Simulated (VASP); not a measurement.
A run of VASP 6.6.1 is set up as follows.

Contents of INCAR:

```
ALGO = Normal
EDIFF = 1E-7
EDIFFG = -0.005
ENCUT = 600
IBRION = 2
ISIF = 3
ISMEAR = 1
LASPH = True
LCHARG = False
LMIXTAU = True
LREAL = False
LWAVE = False
METAGGA = R2SCAN
NELM = 80
NSW = 90
PREC = Accurate
SIGMA = 0.1
```

Contents of KPOINTS:

```
k-points
0
Gamma
  16 16 16
```

File POSCAR:

```
Mo                                      
1.0
   -1.5767947525      1.5767947525      1.5767947525
    1.5767947525     -1.5767947525      1.5767947525
    1.5767947525      1.5767947525     -1.5767947525
  Mo            
     1
Direct
     0.0000000000000000    0.0000000000000000    0.0000000000000000
```

Potentials or basis: VASP PAW PBE potentials, release 64 (Mo_sv).

The run is started by

```console
$ cat potpaw_PBE.64/Mo_sv/POTCAR > POTCAR
$ mpirun -np 1 vasp_std > vasp.out
```

**Question.** What does it give for the band gap on the k mesh?

**Answer.** None (metal or under the smearing width).

Final structure:
```
Mo
1.0
    -1.57679    1.57679    1.57679
     1.57679   -1.57679    1.57679
     1.57679    1.57679   -1.57679
Mo
1
Direct
  0.00000 0.00000 0.00000
```

Caveat: the relaxation stopped at its first step, so nothing moved.
